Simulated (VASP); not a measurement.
# Hf (Im-3m) in VASP: further runs

The runs below take Hf through relaxation of cell and atoms, with PBEsol.

Everything below comes from runs of VASP 6.6.1. Logs are shortened: lines on timing, memory, paths and dates and some standing lists are left out, and cuts for length are marked.

### Step 1. Starting point

It takes space group Im-3m (No. 229, cubic). Conventional cell: a = 3.089 Å, b = 3.089 Å, c = 3.089 Å, α = 90.00°, β = 90.00°, γ = 90.00°. Hf (site symmetry m-3m) is surrounded by 8 Hf at 2.68 Å.

This isn't the form of Hf at room conditions, which is hcp.

### Step 2. Relaxation of cell and atoms, PBEsol, target pressure 100 GPa, at which the enthalpy is minimised

Contents of INCAR:

```
SYSTEM = Hf
ALGO = Normal
EDIFF = 1E-7
EDIFFG = -0.002
ENCUT = 520
GGA = PS
IBRION = 2
ISIF = 3
ISMEAR = 0
LASPH = .True.
LCHARG = .False.
LREAL = .False.
LWAVE = .False.
NELM = 60
NSW = 80
PREC = Accurate
PSTRESS = 1000
SIGMA = 0.1
```

Contents of KPOINTS:

```
k-points
0
Gamma
  6 6 6
  0 0 0
```

Contents of POSCAR:

```
Hf                                      
1.0
   -1.5446144850      1.5446144850      1.5446144850
    1.5446144850     -1.5446144850      1.5446144850
    1.5446144850      1.5446144850     -1.5446144850
  Hf            
     1
Direct
     0.0000000000000000    0.0000000000000000    0.0000000000000000
```

Potentials or basis: VASP PAW PBE potentials, release 64 (Hf_pv).

Started as:

```sh
cat potpaw_PBE.64/Hf_pv/POTCAR > POTCAR
mpirun -np 1 vasp_std > vasp.out
```

OUTCAR:

```text
SYSTEM = Hf
   EDIFF = 1E-7
   EDIFFG = -0.002
   ENCUT = 520
   GGA = PS
   IBRION = 2
   ISIF = 3
   ISMEAR = 0
   LASPH = .True.
   LREAL = .False.
   NELM = 60
   NSW = 80
   PREC = Accurate
   PSTRESS = 1000

 ion  position               nearest neighbor table
   1  0.000  0.000  0.000-

  LATTYP: Found a body centered cubic cell.
 ALAT       =     3.0892289700

  Lattice vectors:

 A1 = (  -1.5446144850,   1.5446144850,   1.5446144850)
 A2 = (   1.5446144850,  -1.5446144850,   1.5446144850)
 A3 = (   1.5446144850,   1.5446144850,  -1.5446144850)

Analysis of symmetry for initial positions (statically):
=====================================================================
 Subroutine PRICEL returns:
 Original cell was already a primitive cell.

 Routine SETGRP: Setting up the symmetry group for a
 body centered cubic supercell.

 Subroutine GETGRP returns: Found 48 space group operations
 (whereof 48 operations were pure point group operations)
 out of a pool of 48 trial point group operations.

The static configuration has the point symmetry O_h .

Analysis of symmetry for dynamics (positions and initial velocities):
=====================================================================
 Subroutine PRICEL returns:
 Original cell was already a primitive cell.

 Routine SETGRP: Setting up the symmetry group for a
 body centered cubic supercell.

 Subroutine GETGRP returns: Found 48 space group operations
 (whereof 48 operations were pure point group operations)
 out of a pool of 48 trial point group operations.

The dynamic configuration has the point symmetry O_h .

 Subroutine INISYM returns: Found 48 space group operations
 (whereof 48 operations are pure point group operations),
 and found     1 'primitive' translations

----------------------------------------------------------------------------------------

                                     Primitive cell

  volume of cell :      14.7408

  direct lattice vectors                    reciprocal lattice vectors
    -1.544614485  1.544614485  1.544614485     0.000000000  0.323705368  0.323705368
     1.544614485 -1.544614485  1.544614485     0.323705368  0.000000000  0.323705368
     1.544614485  1.544614485 -1.544614485     0.323705368  0.323705368  0.000000000

  length of vectors
     2.675350766  2.675350766  2.675350766     0.457788521  0.457788521  0.457788521

  position of ions in fractional coordinates (direct lattice)
     0.000000000  0.000000000  0.000000000

  ion indices of the primitive-cell ions
   primitive index   ion index
                 1           1

----------------------------------------------------------------------------------------

 KPOINTS: k-points

Automatic generation of k-mesh.
 Grid dimensions read from file:
 generate k-points for:    6    6    6

 Generating k-lattice:

  Cartesian coordinates                     Fractional coordinates (reciprocal lattice)
     0.000000000  0.053950895  0.053950895     0.166666667  0.000000000  0.000000000
     0.053950895  0.000000000  0.053950895     0.000000000  0.166666667  0.000000000
     0.053950895  0.053950895  0.000000000     0.000000000  0.000000000  0.166666667

  Length of vectors
     0.076298087  0.076298087  0.076298087

  Shift w.r.t. Gamma in fractional coordinates (k-lattice)
     0.000000000  0.000000000  0.000000000

 Subroutine IBZKPT returns following result:
 ===========================================

 Found     16 irreducible k-points:

 Following reciprocal coordinates:
            Coordinates               Weight
  0.000000  0.000000  0.000000      1.000000
  0.166667  0.000000  0.000000     12.000000
  0.333333  0.000000  0.000000     12.000000
  0.500000  0.000000  0.000000      6.000000
  0.166667  0.166667  0.000000     24.000000
  0.333333  0.166667  0.000000     48.000000
[... 8 lines left out ...]
  0.500000  0.500000  0.333333     12.000000
  0.500000  0.500000  0.500000      1.000000
   k-points           NKPTS =     16   k-points in BZ     NKDIM =     16   number of bands    NBANDS=      9
   number of dos      NEDOS =    301   number of ions     NIONS =      1
   total plane-waves  NPLWV =   8000
   dimension x,y,z NGX =    20 NGY =   20 NGZ =   20
   dimension x,y,z NGXF=    40 NGYF=   40 NGZF=   40
   ions per type =               1
   NGX,Y,Z   is equivalent  to a cutoff of  12.43, 12.43, 12.43 a.u.
   NGXF,Y,Z  is equivalent  to a cutoff of  24.86, 24.86, 24.86 a.u.
 SYSTEM =  Hf
   PREC   = accura    normal or accurate (medium, high low for compatibility)
   ISTART =      0    job   : 0-new  1-cont  2-samecut
   ICHARG =      2    charge: 1-file 2-atom 10-const
   ISPIN  =      1    spin polarized calculation?
   LNONCOLLINEAR =      F non collinear calculations
   LSORBIT =      F    spin-orbit coupling
   LASPH  =      T    aspherical Exc in radial PAW
   ENCUT  =  520.0 eV  38.22 Ry    6.18 a.u.   4.97  4.97  4.97*2*pi/ulx,y,z
   NELM   =     60;   NELMIN=  2; NELMDL= -5     # of ELM steps
   EDIFF  = 0.1E-06   stopping-criterion for ELM
   LREAL  =      F    real-space projection
   EDIFFG = -.2E-02   stopping-criterion for IOM
   NSW    =     80    number of steps for IOM
   IBRION =      2    ionic relax: 0-MD 1-quasi-New 2-CG
   NFREE  =      1    steps in history (QN), initial steepest desc. (CG)
   ISIF   =      3    stress and relaxation
   ISYM   =      2    0-nonsym 1-usesym 2-fastsym
   POTIM  = 0.5000    time-step for ionic-motion
   TEBEG  =    0.0;   TEEND  =   0.0 temperature during run
   PSTRESS= 1000.0 pullay stress
   NELECT =      10.0000    total number of electrons
   NUPDOWN=      -1.0000    fix difference up-down
   EMIN   =  10.00;   EMAX   =-10.00  energy-range for DOS
   EFERMI =   0.00;   METHOD = LEGACY
   ISMEAR =     0;   SIGMA  =   0.10  broadening in eV -4-tet -1-fermi 0-gaus
   EFERMI_NEDOS =   21; number of points for ismear=-14 and -15
   IALGO  =     38    algorithm
   IMIX   =      4    mixing-type and parameters
     AMIX     =   0.40;   BMIX     =  1.00
     AMIX_MAG =   1.60;   BMIX_MAG =  1.00
  volume/ion in A,a.u.               =      14.74        99.48
  Fermi-wavevector in a.u.,A,eV,Ry     =   1.438472  2.718318 28.153196  2.069202
  Thomas-Fermi vector in A             =   2.557435
   LORBIT       =      0    0 simple, 1 ext, 2 COOP (PROOUT), +10 PAW based schemes
   GGA     = PS    functional components
   LHFCALC =     F    Hartree Fock is set to
   AEXX    =    0.0000 exact exchange contribution
   IVDW    =     0    specifies the selected vdW correction
   LEPSILON=     F    determine dielectric tensor
   LRPA    =     F    only Hartree local field effects (RPA)
 conjugate gradient relaxation of ions
 non-spin polarized calculation
 Gauss-broadening in eV      SIGMA  =   0.10
  energy-cutoff  :      520.00
  volume of cell :       14.74
 maximum number of plane-waves:       404
   NGX =  9   NGY =  9   NGZ =  9

--------------------------------------- Ionic step        1  -------------------------------------------

 number of electron      10.0000002 magnetization

 Free energy of the ion-electron system (eV)
  ---------------------------------------------------
  ext. energy  EPLUGINS =         0.00000000
  ---------------------------------------------------
  free energy    TOTEN  =        -9.23139866 eV

  energy without entropy =       -9.22507535  energy(sigma->0) =       -9.22823701

------------------------ aborting loop because EDIFF is reached ----------------------------------------

  FORCE on cell =-STRESS in cart. coord.  units (eV):
  Direction    XX          YY          ZZ          XY          YZ          ZX
  --------------------------------------------------------------------------------------
  -------------------------------------------------------------------------------------
  Total        6.8998648      6.8998648      6.8998648     -0.0000000     -0.0000000      0.0000000
  in kB      749.9475024    749.9475024    749.9475024     -0.0000000     -0.0000000      0.0000000
  external PRESSURE =    -250.0524976 kB  Pullay stress =    1000.0000000 kB
[... 22 lines left out ...]
  enthalpy is  TOTEN    =        -0.0309349134 eV   P V=        9.2004637514

--------------------------------------- Ionic step        2  -------------------------------------------

 number of electron      10.0000001 magnetization

 E-fermi :  11.2346     XC(G=0): -15.4448

 val. band max:       11.2304284733   @ k =  -0.3333   0.5000   0.1667
 cond. band min:      11.3471776814   @ k =  -0.3333   0.3333   0.1667
 fundamental gap:      0.1167492080
 Fermi energy:        11.2345910933

 k-point     1 :       0.0000    0.0000    0.0000
  band No.  band energies     occupation
      1     -15.5406      2.00000
      2     -15.5406      2.00000
      3     -15.5406      2.00000
      4       3.5670      2.00000
      5      12.5264      0.00000
      6      12.5264      0.00000
      7      12.5264      0.00000
      8      18.1666      0.00000
      9      18.1666      0.00000
[... 286 lines left out ...]
  enthalpy is  TOTEN    =        -0.1019919741 eV   P V=        8.6603466877

--------------------------------------- Ionic step        5  -------------------------------------------

 number of electron       9.9999998 magnetization

 Free energy of the ion-electron system (eV)
  ---------------------------------------------------
  ext. energy  EPLUGINS =         0.00000000
  ---------------------------------------------------
  free energy    TOTEN  =        -8.75090552 eV

  energy without entropy =       -8.74135532  energy(sigma->0) =       -8.74613042

 E-fermi :   8.1004     XC(G=0): -13.7886

 val. band max:        8.0637845207   @ k =   0.1667   0.1667   0.0000
 cond. band min:       8.1934039181   @ k =   0.5000   0.5000   0.1667
 fundamental gap:      0.1296193973
 Fermi energy:         8.1004285396

 k-point     1 :       0.0000    0.0000    0.0000
  band No.  band energies     occupation
      1     -19.7379      2.00000
      2     -19.7379      2.00000
      3     -19.7379      2.00000
      4       0.0874      2.00000
      5       9.8099      0.00000
      6       9.8099      0.00000
      7       9.8099      0.00000
      8      14.2310      0.00000
      9      14.2310      0.00000
[... 206 lines left out ...]
  FREE ENERGIE OF THE ION-ELECTRON SYSTEM (eV)
  ---------------------------------------------------
  free  energy   TOTEN  =        -8.7509055173 eV

  energy  without entropy=       -8.7413553249  energy(sigma->0) =       -8.74613042

  enthalpy is  TOTEN    =        -0.1020255987 eV   P V=        8.6488799185

 reached required accuracy - stopping structural energy minimisation
```

Wall time 13 s (1 thread of AMD EPYC 7R13 (Zen 3), shared host); peak memory 0.1 GiB.

What came out:

| Property | Result |
| --- | --- |
| Free energy | -8.7509 eV |
| Relaxed volume | 13.86 Å³/atom |
| Relaxed cell | a = 2.621 Å, b = 2.621 Å, c = 2.621 Å, α = 109.47°, β = 109.47°, γ = 109.47° |
| Space group after relaxing (to 0.05 Å) | Im-3m (No. 229) |
| Energy change on relaxing (the enthalpy is what falls) | +480.5 meV/atom |
| Ionic steps | 5 |
| Pressure after relaxing | 100.0 GPa |
| Band gap on the k mesh | none (metal or under the smearing width) |

The path:
| step | energy change (eV) | largest force (eV/Å) | pressure (GPa) | volume (Å³) |
| --- | --- | --- | --- | --- |
| 1 | 0.0000 | 0.0000 | 74.99 | 14.74 |
| 2 | 4.3764 | 0.0000 | 283.19 | 10.36 |
| 3 | 0.3947 | 0.0000 | 95.73 | 14.00 |
| 4 | 0.4691 | 0.0000 | 99.43 | 13.88 |
| 5 | 0.4805 | 0.0000 | 99.99 | 13.86 |

Final structure:
```cif
data_structure
_symmetry_space_group_name_H-M 'P 1'
_symmetry_Int_Tables_number 1
_cell_length_a 2.6208
_cell_length_b 2.6208
_cell_length_c 2.6208
_cell_angle_alpha 109.471
_cell_angle_beta 109.471
_cell_angle_gamma 109.471
_cell_volume 13.86
loop_
_atom_site_label
_atom_site_type_symbol
_atom_site_fract_x
_atom_site_fract_y
_atom_site_fract_z
_atom_site_occupancy
Hf1 Hf 0.00000 0.00000 0.00000 1
```

Caveat: the k mesh is coarse (spacing up to 0.48 Å⁻¹), so the values aren't converged; the cell is relaxed towards a set pressure, so the enthalpy falls and the energy may rise; the PAW data sets were made with another functional, which shifts forces and pressure a little. Spin-orbit coupling is left out, which matters for the levels of Hf.

### Step 3. Relaxation of cell and atoms, PBEsol, target pressure 100 GPa, at which the enthalpy is minimised

This run uses another cell than the first one, of 13.86 Å³/atom, 0.940 times its volume.

INCAR is that of step 2.

KPOINTS is that of step 2.

Contents of POSCAR:

```
Hf                                      
1.0
   -1.5131087852      1.5131087852      1.5131087852
    1.5131087852     -1.5131087852      1.5131087852
    1.5131087852      1.5131087852     -1.5131087852
  Hf            
     1
Direct
     0.0000000000000000    0.0000000000000000    0.0000000000000000
```

Potentials or basis: VASP PAW PBE potentials, release 64 (Hf_pv).

Started as:

```sh
cat potpaw_PBE.64/Hf_pv/POTCAR > POTCAR
mpirun -np 1 vasp_std > vasp.out
```

Run time: 4.4 s. Hardware: 1 thread of AMD EPYC 7R13 (Zen 3), shared host; peak memory 0.09 GiB.

Results (log left out):

* Free energy: -8.7507 eV
* Pressure after relaxing: 100.0 GPa
* Band gap on the k mesh: none (metal or under the smearing width)

Final structure:
```
Hf
1.0
    -1.51311    1.51311    1.51311
     1.51311   -1.51311    1.51311
     1.51311    1.51311   -1.51311
Hf
1
Direct
  0.00000 0.00000 0.00000
```

Levels at points of the mesh, in eV from the Fermi level:
```csv
k point,band 2,band 3,band 4,band 5,band 6,band 7,band 8,band 9
"(0.00, 0.00, 0.00)",-27.84,-27.84,-8.01,1.71,1.71,1.71,6.13,6.13
"(0.50, 0.00, 0.00)",-28.88,-27.91,-5.21,-1.80,4.61,6.50,8.03,12.93
"(0.50, 0.50, 0.50)",-30.12,-30.12,-5.37,-5.37,11.17,11.17,11.17,12.64
```

Caveat: the k mesh is coarse (spacing up to 0.49 Å⁻¹), so the values aren't converged; the relaxation stopped at its first step, so nothing moved; the cell is relaxed towards a set pressure, so the enthalpy falls and the energy may rise; the PAW data sets were made with another functional, which shifts forces and pressure a little.
